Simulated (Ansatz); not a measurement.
## Al: energy along a strain

Al, Fm-3m, a = 4.048 Å (as given, not relaxed at this level: -0.4 GPa). Ansatz: PBE, PAW, 420 eV, Γ-centred 20×20×20 mesh on 1 atom, Gaussian smearing 0.15 eV; no spin polarisation. Cell vectors (Å): 0.000 2.024 2.024; 2.024 0.000 2.024; 2.024 2.024 0.000. The cell is strained by x per cent times the pattern (0 1 0 0 0 0) in the order xx yy zz yz xz xy (engineering shears), with fractional coordinates held. y is the free energy over the start, V0 = 16.582 Å³/atom.

```
x (%) y (meV/atom)
-2.00             ?
-1.50          0.31
-1.00         -0.03
-0.50         -0.12
 0.00          0.00
 0.50          0.31
 1.00          0.84
 1.50          1.62
 1.75          2.12
 2.00          2.70
```

Task: Fit y = c1 x + c2 x² + c3 x³ to the other rows, get the stiffness along the pattern, and predict the missing energy.

Result: Least squares on the rows shown. y = 0.4033 x + 0.4284 x² + 0.02037 x³. The clamped-ion stiffness p·C·p = 2 × 4.284 eV × 160.2 / 16.582 Å³ = 83 GPa, which is C22 in these axes (C11 of the cubic crystal) (second derivative at the start, which stands under stress). With a term in x⁴ added, the coefficient of x² becomes 0.3913, 9 % less, which shows how far this figure hangs on the form. At x = -2.00 the fit asked for gives 0.74 meV/atom. The run gave 0.93 meV/atom, so the fit is 0.19 meV/atom too low, 6.7 % of the span of the series, against an rms of 0.02 meV/atom on the fitted rows. The row lies outside the fitted range. With a term in x⁴ added, a fit to the same known rows predicts 0.95 meV/atom, so most of the miss is curvature that the known rows already hold.